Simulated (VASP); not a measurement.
# La2O3 (P-3m1) in VASP: relaxation of cell and atoms with LDA

Aim: the relaxation of cell and atoms of La2O3 with LDA.

Program: VASP 6.6.1. These are calculated values, not measurements. Logs are shortened: lines on timing, memory, paths and dates and some standing lists are left out, and cuts for length are marked.

## Step 1: The structure

The structure is trigonal, space group P-3m1 (No. 164). Conventional cell: a = 3.938 Å, b = 3.938 Å, c = 6.136 Å, α = 90.00°, β = 90.00°, γ = 120.00°. La (site symmetry 3m) has 4 O at 2.37 to 2.46 Å as nearest neighbours. O (site symmetry 3m) is surrounded by 4 La at 2.37 to 2.46 Å. Around O (site symmetry -3m) lie 6 La at 2.73 Å.

The cell was built by a generator and needn't be a form met in nature.

## Step 2: Relaxation of cell and atoms, LDA

The input, INCAR:

```
SYSTEM = La2O3
PREC = Accurate ; ENCUT = 600
EDIFF = 1E-6 ; ISMEAR = 0
SIGMA = 0.05 ; LREAL = .FALSE.
LASPH = .TRUE. ; NELM = 100
ALGO = Fast ; ISIF = 3
LWAVE = .FALSE. ; LCHARG = .FALSE.
GGA = CA ; IBRION = 2
NSW = 60 ; EDIFFG = -0.01
```

The input, KPOINTS:

```
Automatic mesh
0
G
  6 6 4
  0 0 0
```

The input, POSCAR:

```
La2O3
1.0
    3.9380000000      0.0000000000      0.0000000000
   -1.9690000000      3.4104080401      0.0000000000
    0.0000000000      0.0000000000      6.1360000000
La O
2 3
Direct
    0.3333333333      0.6666666667      0.2454000000
    0.6666666667      0.3333333333      0.7546000000
    0.3333333333      0.6666666667      0.6471000000
    0.6666666667      0.3333333333      0.3529000000
    0.0000000000      0.0000000000      0.0000000000
```

Potentials or basis: VASP PAW LDA potentials, release 64 (La, O).

Run with:

```console
$ cat potpaw_LDA.64/La/POTCAR potpaw_LDA.64/O/POTCAR > POTCAR
$ mpirun -np 1 vasp_std > vasp.out
```

OUTCAR:

```text
SYSTEM = La2O3
   PREC = Accurate
   ENCUT = 600
   EDIFF = 1E-6
   ISMEAR = 0
   LREAL = .FALSE.
   LASPH = .TRUE.
   NELM = 100
   ISIF = 3
   GGA = CA
   IBRION = 2
   NSW = 60
   EDIFFG = -0.01

 ion  position               nearest neighbor table
   1  0.333  0.667  0.245-   4 2.37   4 2.37   4 2.37   3 2.46   5 2.73   5 2.73   5 2.73
   2  0.667  0.333  0.755-   3 2.37   3 2.37   3 2.37   4 2.46   5 2.73   5 2.73   5 2.73
   3  0.333  0.667  0.647-   2 2.37   2 2.37   2 2.37   1 2.46
   4  0.667  0.333  0.353-   1 2.37   1 2.37   1 2.37   2 2.46
   5  0.000  0.000  0.000-   1 2.73   2 2.73   1 2.73   2 2.73   2 2.73   1 2.73

  LATTYP: Found a hexagonal cell.
 ALAT       =     3.9380000000
 C/A-ratio  =     1.5581513459

  Lattice vectors:

 A1 = (   3.9380000000,   0.0000000000,   0.0000000000)
 A2 = (  -1.9690000000,   3.4104080401,   0.0000000000)
 A3 = (   0.0000000000,   0.0000000000,   6.1360000000)

Analysis of symmetry for initial positions (statically):
=====================================================================
 Subroutine PRICEL returns:
 Original cell was already a primitive cell.

 Routine SETGRP: Setting up the symmetry group for a
 hexagonal supercell.

 Subroutine GETGRP returns: Found 12 space group operations
 (whereof 12 operations were pure point group operations)
 out of a pool of 24 trial point group operations.

The static configuration has the point symmetry D_3d.

Analysis of symmetry for dynamics (positions and initial velocities):
=====================================================================
 Subroutine PRICEL returns:
 Original cell was already a primitive cell.

 Routine SETGRP: Setting up the symmetry group for a
 hexagonal supercell.

 Subroutine GETGRP returns: Found 12 space group operations
 (whereof 12 operations were pure point group operations)
 out of a pool of 24 trial point group operations.

The dynamic configuration has the point symmetry D_3d.

 Subroutine INISYM returns: Found 12 space group operations
 (whereof 12 operations are pure point group operations),
 and found     1 'primitive' translations

----------------------------------------------------------------------------------------

                                     Primitive cell

[... 96 lines left out ...]
   LREAL  =      F    real-space projection
   EDIFFG = -.1E-01   stopping-criterion for IOM
   NSW    =     60    number of steps for IOM
   IBRION =      2    ionic relax: 0-MD 1-quasi-New 2-CG
   NFREE  =      1    steps in history (QN), initial steepest desc. (CG)
   ISIF   =      3    stress and relaxation
   ISYM   =      2    0-nonsym 1-usesym 2-fastsym
   POTIM  = 0.5000    time-step for ionic-motion
   TEBEG  =    0.0;   TEEND  =   0.0 temperature during run
   PSTRESS=    0.0 pullay stress
   NELECT =      40.0000    total number of electrons
   NUPDOWN=      -1.0000    fix difference up-down
   EMIN   =  10.00;   EMAX   =-10.00  energy-range for DOS
   EFERMI =   0.00;   METHOD = LEGACY
   ISMEAR =     0;   SIGMA  =   0.05  broadening in eV -4-tet -1-fermi 0-gaus
   EFERMI_NEDOS =   21; number of points for ismear=-14 and -15
   IALGO  =     68    algorithm
   IMIX   =      4    mixing-type and parameters
     AMIX     =   0.40;   BMIX     =  1.00
     AMIX_MAG =   1.60;   BMIX_MAG =  1.00
  volume/ion in A,a.u.               =      16.48       111.22
  Fermi-wavevector in a.u.,A,eV,Ry     =   1.286587  2.431296 22.521793  1.655305
  Thomas-Fermi vector in A             =   2.418652
   LORBIT       =      0    0 simple, 1 ext, 2 COOP (PROOUT), +10 PAW based schemes
   GGA     = CA    functional components
   LHFCALC =     F    Hartree Fock is set to
   AEXX    =    0.0000 exact exchange contribution
   IVDW    =     0    specifies the selected vdW correction
   LEPSILON=     F    determine dielectric tensor
   LRPA    =     F    only Hartree local field effects (RPA)
 conjugate gradient relaxation of ions
 non-spin polarized calculation
 RMM-DIIS sequential band-by-band and
 Gauss-broadening in eV      SIGMA  =   0.05
  energy-cutoff  :      600.00
  volume of cell :       82.41
 maximum number of plane-waves:      2776
   NGX = 15   NGY = 15   NGZ = 25

--------------------------------------- Ionic step        1  -------------------------------------------

 number of electron      39.9999997 magnetization

 Free energy of the ion-electron system (eV)
  ---------------------------------------------------
  ext. energy  EPLUGINS =         0.00000000
  ---------------------------------------------------
  free energy    TOTEN  =       -45.79826259 eV

  energy without entropy =      -45.79826259  energy(sigma->0) =      -45.79826259

------------------------ aborting loop EDIFF was not reached (unconverged)  ----------------------------

  FORCE on cell =-STRESS in cart. coord.  units (eV):
  Direction    XX          YY          ZZ          XY          YZ          ZX
  --------------------------------------------------------------------------------------
  -------------------------------------------------------------------------------------
  Total       -3.9036899     -3.9036899     -3.6481319      0.0000000      0.0000000      0.0000000
  in kB      -75.8959307    -75.8959307    -70.9273464      0.0000000      0.0000000      0.0000000
  external PRESSURE =     -74.2397360 kB  Pullay stress =       0.0000000 kB
[... 98 lines left out ...]
  FREE ENERGIE OF THE ION-ELECTRON SYSTEM (eV)
  ---------------------------------------------------
  free  energy   TOTEN  =       -45.9044161877 eV

  energy  without entropy=      -45.9044161877  energy(sigma->0) =      -45.90441619

[... ionic steps 4 to 10 ...]

--------------------------------------- Ionic step       11  -------------------------------------------

 number of electron      40.0000001 magnetization

------------------------ aborting loop because EDIFF is reached ----------------------------------------
[... 73 lines left out ...]
--------------------------------------- Ionic step       13  -------------------------------------------

 number of electron      40.0000001 magnetization

 Free energy of the ion-electron system (eV)
  ---------------------------------------------------
  ext. energy  EPLUGINS =         0.00000000
  ---------------------------------------------------
  free energy    TOTEN  =       -45.91350115 eV

  energy without entropy =      -45.91350115  energy(sigma->0) =      -45.91350115

 E-fermi :   6.4496     XC(G=0): -11.1980

 val. band max:        6.2263869152   @ k =   0.5000   0.0000   0.5000
 cond. band min:       9.9604246065   @ k =   0.3333   0.3333   0.0000
 fundamental gap:      3.7340376912
 Fermi energy:         6.4495546046

 k-point     1 :       0.0000    0.0000    0.0000
  band No.  band energies     occupation
      1     -23.2840      2.00000
      2     -22.9477      2.00000
      3     -10.7014      2.00000
      4      -9.2556      2.00000
      5      -8.8358      2.00000
      6      -6.7812      2.00000
[... 669 lines left out ...]
  FREE ENERGIE OF THE ION-ELECTRON SYSTEM (eV)
  ---------------------------------------------------
  free  energy   TOTEN  =       -45.9135011543 eV

  energy  without entropy=      -45.9135011543  energy(sigma->0) =      -45.91350115

 reached required accuracy - stopping structural energy minimisation
```

OSZICAR:

```text
N       E                     dE             d eps       ncg     rms          rms(c)
DAV:   1     0.474619221841E+03    0.47462E+03   -0.17406E+04  1184   0.287E+03
DAV:   2     0.904318991836E+02   -0.38419E+03   -0.37857E+03  1680   0.419E+02
[... 326 lines left out ...]
       N       E                     dE             d eps       ncg     rms          rms(c)
DAV:   1    -0.459134536865E+02    0.35083E-04   -0.24919E-02  1480   0.137E+00    0.486E-02
RMM:   2    -0.459134918671E+02   -0.38181E-04   -0.96098E-04  1549   0.363E-01    0.213E-02
RMM:   3    -0.459135004309E+02   -0.85638E-05   -0.23617E-04  1666   0.123E-01    0.977E-03
RMM:   4    -0.459135003133E+02    0.11759E-06   -0.33641E-05  1398   0.459E-02    0.505E-03
RMM:   5    -0.459135012093E+02   -0.89602E-06   -0.20841E-05  1247   0.416E-02    0.393E-03
RMM:   6    -0.459135011543E+02    0.55026E-07   -0.78963E-06  1020   0.381E-02
  13 F= -.45913501E+02 E0= -.45913501E+02  d E =-.120313E-04
```

It took 13 min on 1 thread of Intel Xeon 6975P-C (Granite Rapids), shared host; peak memory 0.28 GiB.

Results:

```
Free energy                            : -45.9135 eV
Relaxed volume                         : 15.50 Å³/atom
Relaxed cell                           : a = 3.882 Å, b = 3.882 Å, c = 5.940 Å, α = 90.00°, β = 90.00°, γ = 120.00°
Space group after relaxing (to 0.05 Å) : P-3m1 (No. 164)
Energy gained by relaxing              : 23.0 meV/atom
Ionic steps                            : 13
Pressure after relaxing                : 0.0 GPa
Largest force after relaxing           : 0.005 eV/Å
Band gap on the k mesh                 : 3.73 eV, indirect (least direct gap 3.80 eV)
```

Forces on the atoms (eV/Å):
```
La   0.000  0.000  0.001
La   0.000  0.000 -0.001
O    0.000  0.000 -0.005
O    0.000  0.000  0.005
O    0.000  0.000  0.000
```

The path:
| step | energy change (eV) | largest force (eV/Å) | pressure (GPa) | volume (Å³) |
| --- | --- | --- | --- | --- |
| 1 | 0.0000 | 0.2856 | -7.42 | 82.41 |
| 2 | 0.0411 | 0.9587 | 10.40 | 73.63 |
| 3 | -0.1062 | 0.2337 | -0.29 | 78.21 |
| 4 | -0.1062 | 0.2495 | -0.08 | 78.12 |
| 5 | -0.1130 | 0.0393 | 0.06 | 77.77 |
| 6 | -0.1138 | 0.0487 | 0.10 | 77.62 |
| 7 | -0.1147 | 0.0330 | -0.09 | 77.69 |
| 8 | -0.1148 | 0.0366 | -0.17 | 77.71 |
| 9 | -0.1150 | 0.0375 | 0.13 | 77.54 |
| 10 | -0.1150 | 0.0353 | 0.10 | 77.54 |
| 11 | -0.1152 | 0.0157 | 0.03 | 77.54 |
| 12 | -0.1152 | 0.0130 | -0.03 | 77.55 |
| 13 | -0.1152 | 0.0055 | 0.03 | 77.51 |

Final structure:
```xyz
5
Lattice="3.8819 0.0000 0.0000 -1.9410 3.3619 0.0000 0.0000 0.0000 5.9396" Properties=species:S:1:pos:R:3 pbc="T T T"
La    0.0000    2.2412    1.4471
La    1.9410    1.1206    4.4925
O     0.0000    2.2412    3.8421
O     1.9410    1.1206    2.0976
O     0.0000    0.0000    0.0000
```

Caveat: spin-orbit coupling is left out, which moves the levels of the heavy elements.
